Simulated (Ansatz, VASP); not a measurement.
Ba: VASP beside Ansatz

```
Ba
1.0
     3.91000    0.00000    0.00000
    -1.95500    3.65000    0.00000
     0.00000    0.00000   20.70000
Ba
2
Direct
  0.00000 0.00000 0.36232
  0.00000 0.00000 0.63768
```

Alike in both runs: functional PBE; k mesh 8 × 8 × 1; occupations fermi-dirac, width 0.05 eV; no spin polarisation.

|  | VASP | Ansatz |
| --- | --- | --- |
| version | VASP 6.6.1 | Ansatz 0.2.0 |
| potentials or method | VASP PAW PBE potentials, release 64 (Ba_sv), cutoff 520 eV | all-electron LAPW, scalar-relativistic |
| task | single point | work function |

```csv
,VASP,Ansatz,Ansatz less VASP
gap on the k mesh at the Fermi level (eV),none,none,-
rms of the force components (eV/Å),0.111,0.111,-0.0005
```

Atom by atom the forces differ by 0.000 eV/Å (rms over components). A gap of «none» marks a metal or a gap that the smearing closes. Ansatz ran all-electron here, so the differences hold the error of VASP's frozen core and of both bases.

The runs have no spin-orbit coupling, so splittings on Ba are missing.
